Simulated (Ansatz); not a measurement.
**Structures of NbH₃: which is lowest?**

Plane-wave DFT in Ansatz with scalar-relativistic PAW potentials, cutoff 420 eV, Γ-centred meshes chosen by cell and gap, Gaussian smearing with energies taken to zero width. Every cell was relaxed (cell and atoms) in a run of its own, within the symmetry of its start. Functional: PBE.

Relaxed structures (starts from databases or built by putting these elements on another compound's sites):
A. Pm-3n, 8 atoms in the computed cell, a = 3.700 Å; sites (symmetry × multiplicity) Nb m-3. × 2, H -4m.2 × 6; start: built
B. Cmcm, 8 atoms in the computed cell, a = 3.340 Å, b = 10.354 Å, c = 3.323 Å; sites (symmetry × multiplicity) Nb m2m × 4, H m2m × 4 + m2m × 4 + m2m × 4; start: built
C. P6/mmm, 4 atoms in the computed cell, a = 3.288 Å, c = 3.773 Å; sites (symmetry × multiplicity) Nb 6/mmm × 1, H -6m2 × 2 + 6/mmm × 1; start: built
D. P6_3/m, 8 atoms in the computed cell, a = 4.944 Å, c = 2.934 Å; sites (symmetry × multiplicity) Nb -6.. × 2, H m.. × 6; start: built

**Question.** Rank them by energy. Could pressure change the order?

**Answer.**
| structure | group | E − E(lowest) (meV/atom) | V (Å³/atom) | gap on mesh (eV) |
| --- | --- | --- | --- | --- |
| B | Cmcm | 0.0 | 7.18 | 0.00 |
| D | P6_3/m | 22.4 | 7.76 | 0.00 |
| A | Pm-3n | 156 | 6.33 | 0.00 |
| C | P6/mmm | 215 | 8.83 | 0.00 |

B is lowest, 22 meV/atom under D. A is denser by 0.85 Å³/atom, so pressure favours it: ΔE/ΔV, with ΔE in eV and 1 eV/Å³ = 160.2 GPa, gives about 29 GPa for equal enthalpy if both cells were rigid; at such pressures compression changes ΔV much, so this is a scale only. Other structures may lie lower than all of these, and vibrations aren't counted.